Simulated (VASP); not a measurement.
# GaCo: Co into a neighbouring Co vacancy, part 4 of 5

Wanted: the minimum-energy path in GaCo for this move: Co into a neighbouring Co vacancy. The start is a cell from a database of measured crystal structures.

VASP 6.6.1, plane waves and PAW; the level of theory is named at each step.

So far. Step 3 (Relax the host again, on a new basis): The start already met the threshold, so nothing moved. Step 4 (Relax the start): The run ended after 7 ionic steps, 0.354 eV below its first step, once the forces on the free atoms met EDIFFG = -0.05.

### 5. Relax the end

Level of this step: LDA, spin-polarised from a ferromagnetic start; plane waves and PAW (Ga, Co) (VASP).

The end state is relaxed in the same way, so that both ends share their errors.

Contents of INCAR:

```
SYSTEM = Ga16Co15
PREC = Normal
ENCUT = 280
EDIFF = 1E-05
NELM = 120
ISMEAR = 1
SIGMA = 0.15
LREAL = Auto
ALGO = Fast
GGA = CA
NBANDS = 132
ISPIN = 2
MAGMOM = 0 0 0 0 0 0 0 0 0 0 0 0 0 0 0 0 2 2 2 2 2 2 2 2 2 2 2 2 2 2 2
LASPH = .TRUE.
LMAXMIX = 4
LORBIT = 11
LWAVE = .FALSE.
LCHARG = .FALSE.
KPAR = 6
IBRION = 2
NSW = 60
ISIF = 2
EDIFFG = -0.05
POTIM = 0.4
MAXMIX = 40
ISYM = 0
```

Contents of POSCAR:

```
Ga16Co15
1.0
    0.0000000000      5.6194279104      5.6194279104
    5.6194279104      0.0000000000      5.6194279104
    5.6194279104      5.6194279104      0.0000000000
Ga Co
16 15
Direct
    0.1233338813      0.1186551457      0.1304235930
    0.6227690015      0.1221580659      0.1273484486
    0.1247835192      0.6282859918      0.1228985188
    0.1285832632      0.1257547001      0.6237983075
    0.3700653885      0.3745450286      0.3768178489
    0.6204564036      0.6270929379      0.1291474985
    0.6259190862      0.1271137573      0.6233996654
    0.8736924678      0.3737642850      0.3763564681
    0.1235095540      0.6288604006      0.6228108304
    0.3651860957      0.8760363943      0.3793874230
    0.3766551404      0.3697824868      0.8824130347
    0.6267776598      0.6202301438      0.6253185284
    0.8762277230      0.8756657156      0.3725332987
    0.8759016077      0.3734700961      0.8750873999
    0.3742427079      0.8723747425      0.8746190045
    0.8710435909      0.8750667094      0.8749564780
    0.4972167130      0.0025914453      0.0025940000
   -0.0020659199      0.5012525440      0.0005680557
   -0.0023170145     -0.0018090166      0.5033221554
    0.2455869947      0.2506543346      0.2523115994
    0.5038032875      0.5019884062     -0.0051932701
    0.4985724302     -0.0061811206      0.5019972929
    1.0011824514     -0.0020247554      0.0020191785
    0.0027778944      0.4997140025      0.4980460723
    0.2527013137      0.7480431303      0.2543188808
    0.2507010186      0.2490409532      0.7488506112
    0.5000626411      0.5005565177      0.4998304874
    0.7534269320      0.7445275243      0.2495257848
    0.7555668227      0.2491216475      0.7467029855
    0.2477505021      0.7489316502      0.7528230770
    0.7444289642      0.7515161936      0.7587039476
```

Contents of KPOINTS:

```
Automatic mesh
0
Gamma
3 3 3
0 0 0
```

The projector-augmented-wave data sets are Ga and Co (LDA family, release 64).

Command:

```
$ mpirun -np 6 vasp_std
```

Log:

```text
[... set-up lines as in an earlier step ...]
 entering main loop
       N       E                     dE             d eps       ncg     rms          rms(c)
DAV:   1     0.102301630072E+04    0.10230E+04   -0.48238E+04  7392   0.941E+02
DAV:   2    -0.102003852217E+03   -0.11250E+04   -0.10558E+04  7404   0.277E+02
DAV:   4    -0.203646125440E+03   -0.36439E+01   -0.35639E+01  8776   0.191E+01
DAV:   5    -0.203737283230E+03   -0.91158E-01   -0.90958E-01  9572   0.254E+00    0.455E+01
RMM:   6    -0.217397678906E+03   -0.13660E+02   -0.22562E+02  7392   0.632E+01    0.443E+01
RMM:   7    -0.194927957914E+03    0.22470E+02   -0.78404E+01  7392   0.409E+01    0.225E+01
RMM:   8    -0.201276928611E+03   -0.63490E+01   -0.11818E+01  7392   0.139E+01    0.359E+01
RMM:   9    -0.195221459559E+03    0.60555E+01   -0.81040E+00  7392   0.129E+01    0.189E+01
RMM:  10    -0.192745577862E+03    0.24759E+01   -0.18524E+00  7392   0.577E+00    0.608E+00
RMM:  11    -0.193089436105E+03   -0.34386E+00   -0.88683E-01  7392   0.343E+00    0.942E+00
RMM:  12    -0.192613889253E+03    0.47555E+00   -0.47032E-01  7392   0.306E+00    0.335E+00
RMM:  13    -0.192744482613E+03   -0.13059E+00   -0.27788E-01  7392   0.203E+00    0.538E+00
RMM:  14    -0.192586519734E+03    0.15796E+00   -0.16816E-01  7392   0.179E+00    0.263E+00
RMM:  15    -0.192561769733E+03    0.24750E-01   -0.59384E-02  7393   0.978E-01    0.178E+00
RMM:  16    -0.192550784184E+03    0.10986E-01   -0.20793E-02  7394   0.606E-01    0.106E+00
RMM:  17    -0.192544448737E+03    0.63354E-02   -0.89910E-03  7403   0.400E-01    0.406E-01
RMM:  18    -0.192546099683E+03   -0.16509E-02   -0.36104E-03  7488   0.219E-01    0.645E-01
RMM:  19    -0.192543844704E+03    0.22550E-02   -0.22347E-03  7431   0.202E-01    0.186E-01
RMM:  20    -0.192544293645E+03   -0.44894E-03   -0.89063E-04  7709   0.107E-01    0.295E-01
RMM:  21    -0.192543818986E+03    0.47466E-03   -0.46964E-04  7418   0.923E-02    0.647E-02
RMM:  22    -0.192543927491E+03   -0.10851E-03   -0.19375E-04  7578   0.470E-02    0.117E-01
RMM:  23    -0.192543853950E+03    0.73541E-04   -0.11336E-04  7063   0.435E-02    0.377E-02
RMM:  24    -0.192543876302E+03   -0.22351E-04   -0.43716E-05  6308   0.210E-02    0.564E-02
RMM:  25    -0.192543867909E+03    0.83934E-05   -0.25639E-05  5453   0.202E-02
   1 F= -.19254387E+03 E0= -.19254335E+03  d E =-.192544E+03  mag=     0.0997
 curvature:   0.00 expect dE= 0.000E+00 dE for cont linesearch  0.000E+00
 trial: gam= 0.00000 g(F)=  0.316E+00 g(S)=  0.000E+00 ort = 0.000E+00 (trialstep = 0.100E+01)
 search vector abs. value=  0.316E+00
 bond charge predicted
       N       E                     dE             d eps       ncg     rms          rms(c)
DAV:   1    -0.192769029732E+03   -0.22515E+00   -0.12487E+01  7616   0.865E+00    0.141E+00
RMM:   2    -0.192809783006E+03   -0.40753E-01   -0.32287E-01  7392   0.241E+00    0.217E+00
RMM:   3    -0.192783517818E+03    0.26265E-01   -0.68987E-02  7393   0.103E+00    0.535E-01
RMM:   4    -0.192782604786E+03    0.91303E-03   -0.14656E-02  7404   0.423E-01    0.266E-01
RMM:   5    -0.192782835559E+03   -0.23077E-03   -0.40418E-03  7423   0.249E-01    0.272E-01
RMM:   6    -0.192782916488E+03   -0.80929E-04   -0.20541E-03  7466   0.179E-01    0.272E-01
RMM:   7    -0.192782523699E+03    0.39279E-03   -0.71611E-04  7397   0.114E-01    0.114E-01
RMM:   8    -0.192782462257E+03    0.61443E-04   -0.25533E-04  7635   0.613E-02    0.562E-02
RMM:   9    -0.192782448562E+03    0.13695E-04   -0.76937E-05  7009   0.322E-02    0.304E-02
RMM:  10    -0.192782450824E+03   -0.22617E-05   -0.33964E-05  6325   0.216E-02
   2 F= -.19278245E+03 E0= -.19278027E+03  d E =-.238583E+00  mag=     0.0720
[...]
3 F= -.19286665E+03 E0= -.19286003E+03  d E =-.322782E+00  mag=     0.0376
[...]
4 F= -.19290518E+03 E0= -.19289782E+03  d E =-.385270E-01  mag=     0.0265
[...]
5 F= -.19291717E+03 E0= -.19290921E+03  d E =-.505203E-01  mag=     0.0133
[...]
6 F= -.19291724E+03 E0= -.19290923E+03  d E =-.505928E-01  mag=     0.0088
 curvature:  -1.34 expect dE=-0.741E-02 dE for cont linesearch -0.129E-06
 trial: gam= 0.13995 g(F)=  0.552E-02 g(S)=  0.000E+00 ort =-0.682E-04 (trialstep = 0.143E+01)
 search vector abs. value=  0.645E-02
 bond charge predicted
       N       E                     dE             d eps       ncg     rms          rms(c)
DAV:   1    -0.192921253324E+03   -0.40141E-02   -0.83818E-01  7416   0.215E+00    0.181E-01
RMM:   2    -0.192922067034E+03   -0.81371E-03   -0.10780E-02  7392   0.393E-01    0.181E-01
RMM:   3    -0.192922131010E+03   -0.63976E-04   -0.25740E-03  7392   0.160E-01    0.142E-01
RMM:   4    -0.192921975764E+03    0.15525E-03   -0.54464E-04  7392   0.954E-02    0.880E-02
RMM:   5    -0.192921960545E+03    0.15219E-04   -0.21407E-04  7394   0.491E-02    0.697E-02
RMM:   6    -0.192921940118E+03    0.20427E-04   -0.46925E-05  7136   0.292E-02    0.544E-02
RMM:   7    -0.192921918966E+03    0.21152E-04   -0.54472E-05  7142   0.215E-02    0.369E-02
RMM:   8    -0.192921916774E+03    0.21927E-05   -0.16929E-05  4499   0.174E-02
   7 F= -.19292192E+03 E0= -.19291391E+03  d E =-.467456E-02  mag=     0.0027
 trial-energy change:   -0.004675  1 .order   -0.004610   -0.007906   -0.001315
 step:   1.7018(harm=  1.7204)  dis= 0.00621  next Energy=  -192.922040 (dE=-0.480E-02)
 reached required accuracy - stopping structural energy minimisation
```

Elapsed: 7.2 min, on 6 MPI ranks of AMD EPYC 9R45, shared host; peak memory 2.8 GiB; 43 min of CPU time.

Parts of OUTCAR (step 5):

```text
   NELECT =     183.0000    total number of electrons

 E-fermi :   7.8485

 spin component 1
 k-point     1 :       0.0000    0.0000    0.0000
  band No.  band energies     occupation
    ...
     89       7.3992      1.00010
     90       7.4002      1.00010
     91       7.7103      1.01494
     92       7.7556      0.92844
     93       7.7561      0.92693
     94       8.0116     -0.03197
     95       8.0120     -0.03212
     96       8.1993     -0.00231
     97       9.2990     -0.00000
     98      10.3555     -0.00000
    ...

 k-point     2 :       0.3333    0.0000    0.0000
  band No.  band energies     occupation
    ...
     88       7.1689      1.00000
     89       7.3445      1.00001
     90       7.3453      1.00001
     91       7.7838      0.83017
     92       7.7847      0.82652
     93       8.0138     -0.03273
     94       8.1304     -0.01156
     95       8.1310     -0.01143
     96       8.2767     -0.00021
     97       8.9719     -0.00000
    ...

  Total       -4.1431949     -4.1661927     -4.2223756      0.0073706     -0.0202987      0.0226626
  in kB      -18.7042214    -18.8080436    -19.0616782      0.0332740     -0.0916373      0.1023092
  external PRESSURE =     -18.8579810 kB  Pullay stress =       0.0000000 kB

 POSITION                                       TOTAL-FORCE (eV/Angst)
 -----------------------------------------------------------------------------------
      1.44965      1.36421      1.35305        -0.000121      0.003729      0.011997
      1.44585      4.25685      4.24791         0.007407      0.009818     -0.008362
      4.21899      1.41325      4.20458         0.010423     -0.013396     -0.014396
      4.22065      4.21343      1.40452         0.005602     -0.003892     -0.010653
      4.17090      4.25871      4.24859         0.022841     -0.002579     -0.006137
      4.17754      4.25760      6.97563        -0.008853      0.001322      0.003622
      4.17626      6.98323      4.24705         0.001476      0.018459     -0.002548
      4.17554      6.98263      6.97356         0.002723      0.012932      0.011113
      7.02330      4.20969      4.19923        -0.003892      0.012863      0.013313
      7.02142      4.20990      7.01779         0.008698      0.006644      0.012883
      7.02134      7.03469      4.20498         0.003686     -0.013870     -0.023558
      7.01735      7.03364      7.02072         0.020431     -0.016263      0.008745
      7.06623      6.98691      9.86623         0.001765     -0.015454     -0.002401
      7.06573      9.87744      6.98042         0.003100      0.004308     -0.018361
      9.84150      7.03175      7.02083        -0.005628     -0.009114      0.001682
      9.84376      9.83111      9.81827        -0.017924      0.000702      0.014231
      5.62499      2.81048      8.41766        -0.013339      0.004212      0.011638
      8.43241      5.62283      2.84009        -0.007028     -0.003727      0.009976
      8.43640      2.84781      5.60775        -0.023110      0.019578      0.020064
      2.81127      2.81009      2.80006         0.000188      0.010859      0.001999
      8.42887      8.39824      5.61516         0.008599     -0.033035     -0.007601
      8.42753      5.62185      8.38213         0.006840     -0.000649     -0.005451
     11.20269      5.62124      5.61242        -0.009268      0.003228     -0.002082
      5.61806      8.43110      8.42482         0.008542     -0.000247     -0.014410
[...]
-----------------------------------------------------------------------------------
    total drift:                                0.006593     -0.011733     -0.014744

  FREE ENERGIE OF THE ION-ELECTRON SYSTEM (eV)
  ---------------------------------------------------
  free  energy   TOTEN  =      -192.9219167737 eV

  energy  without entropy=     -192.8978854075  energy(sigma->0) =     -192.91390632

 magnetization (x)
# of ion       s       p       d       tot
------------------------------------------
    1       -0.000   0.000  -0.000   0.000
    2       -0.000   0.000  -0.000   0.000
    3       -0.000  -0.000   0.000  -0.000
    4       -0.000  -0.000  -0.000  -0.000
    5       -0.000   0.000  -0.000   0.000
    6       -0.000   0.000  -0.000   0.000
    7       -0.000   0.000  -0.000   0.000
    8       -0.000   0.000  -0.000   0.000
    9       -0.000  -0.000  -0.000  -0.000
   10       -0.000  -0.000  -0.000  -0.000
   11       -0.000  -0.000   0.000  -0.000
   12       -0.000  -0.000  -0.000  -0.000
   13       -0.000   0.000  -0.000   0.000
   14       -0.000   0.000  -0.000   0.000
   15       -0.000  -0.000   0.000  -0.000
   16       -0.000  -0.000  -0.000  -0.000
   17       -0.000  -0.000  -0.000  -0.000
   18        0.000   0.000   0.000   0.000
   19        0.000   0.000   0.000   0.000
   20        0.000  -0.000   0.000   0.000
   21        0.000   0.000   0.000   0.000
   22        0.000   0.000   0.000   0.000
   23        0.000   0.000   0.000   0.000
[...]
--------------------------------------------------
tot          0.000   0.000   0.003   0.003

[... 6 parts as in an earlier step ...]

[... 14 further parts left out ...]
```

Step by step:

```csv
step,energy less that of the first step (eV),largest force (eV/Å)
1,0.0000,0.9745
2,-0.2386,0.5562
3,-0.3228,0.3364
4,-0.3613,0.1698
5,-0.3733,0.1254
6,-0.3734,0.1294
7,-0.3780,0.0363
```

The atoms that moved most (Å):

```csv
atom,dx,dy,dz,length
Ga5,-0.051,0.062,0.064,0.103
Ga6,-0.072,0.045,-0.035,0.092
Ga2,0.044,0.042,0.062,0.086
Ga1,0.050,-0.062,-0.007,0.080
Ga14,0.050,0.038,-0.040,0.074
Ga8,-0.040,-0.042,-0.036,0.068
Ga13,0.052,-0.030,0.022,0.064
Ga10,-0.033,0.026,0.043,0.060
```

Final coordinates:

```xyz
31
Lattice="0.0000 5.6194 5.6194 5.6194 0.0000 5.6194 5.6194 5.6194 0.0000" Properties=species:S:1:pos:R:3 pbc="T T T"
Ga    1.4496    1.3642    1.3531
Ga    1.4459    4.2569    4.2479
Ga    4.2190    1.4132    4.2046
Ga    4.2207    4.2134    1.4045
Ga    4.1709    4.2587    4.2486
Ga    4.1775    4.2576    6.9756
Ga    4.1763    6.9832    4.2470
Ga    4.1755    6.9826    6.9736
Ga    7.0233    4.2097    4.1992
Ga    7.0214    4.2099    7.0178
Ga    7.0213    7.0347    4.2050
Ga    7.0173    7.0336    7.0207
Ga    7.0662    6.9869    9.8662
Ga    7.0657    9.8774    6.9804
Ga    9.8415    7.0317    7.0208
Ga    9.8438    9.8311    9.8183
Co    0.0056    2.8105    2.7982
Co    2.8130    0.0034    2.8401
Co    2.8170    2.8478   -0.0117
Co    2.8113    2.8101    2.8001
Co    2.8094    2.7788    5.6152
Co    2.8081    5.6219    2.7627
Co   -0.0362    5.6212    5.6124
Co    5.6181    2.8117    2.8054
Co    5.6229    2.8111    5.6086
Co    5.6226    5.6245    2.8054
Co    5.6602    5.6197    5.6075
Co    5.6223    5.6216    8.4205
Co    5.6205    8.4348    5.6138
Co    8.4291    5.6224    5.6111
Co    8.4334    8.4285    8.4203
```

Numbers from this step:

```yaml
electronic_cycles: 66
free_energy_toten: -192.9219 eV
energy_at_zero_smearing: -192.9139 eV
moment_of_the_cell_from_the_last_line_of_the_log: 0 μB
```

The run ended after 7 ionic steps, 0.378 eV below its first step, once the forces on the free atoms met EDIFFG = -0.05.

(Part 4 of 5 ends here.)

[Lines on the potential files, build, host, timing and source positions are cut from VASP's logs without a mark.]

[Logs are printed without paths, hosts, clocks, repeated set-up lines and the standing remarks that a program may print on its own settings, such as how far it seeks lower states.]

[Hosts, paths, dates, database ids (printed as entryN), source tags and the programs' standing remarks are cut or masked in the printed files.]

[Runs that stopped without an error message from VASP are left out.]
